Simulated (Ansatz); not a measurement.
## Structures of Sb2Pt: which is lowest?

Plane-wave DFT in Ansatz with scalar-relativistic PAW potentials, cutoff 420 eV, Γ-centred meshes chosen by cell and gap, Gaussian smearing with energies taken to zero width. Every cell was relaxed (cell and atoms) in a run of its own, within the symmetry of its start. Functional: PBEsol.

Relaxed structures (starts from databases or built by putting these elements on another compound's sites):
A. I4/mmm, 3 atoms in the computed cell, a = 3.267 Å, c = 12.431 Å; sites (symmetry × multiplicity) Sb 4mm × 4, Pt 4/mmm × 2; start: built
B. Fm-3m, 3 atoms in the computed cell, a = 6.552 Å; sites (symmetry × multiplicity) Sb -43m × 8, Pt m-3m × 4; start: built

**Question.** Rank them by energy. Could pressure change the order?

**Answer.**
| structure | group | E − E(lowest) (meV/atom) | V (Å³/atom) | gap on mesh (eV) |
| --- | --- | --- | --- | --- |
| B | Fm-3m | 0.0 | 23.44 | 0.00 |
| A | I4/mmm | 154 | 22.11 | 0.00 |

B is lowest, 154 meV/atom under A. A is denser by 1.33 Å³/atom, so pressure favours it: ΔE/ΔV, with ΔE in eV and 1 eV/Å³ = 160.2 GPa, gives about 18 GPa for equal enthalpy if both cells were rigid; at such pressures compression changes ΔV much, so this is a scale only. Other structures may lie lower than all of these, and vibrations aren't counted.

Spin-orbit coupling is left out, which matters for the bands of heavy elements.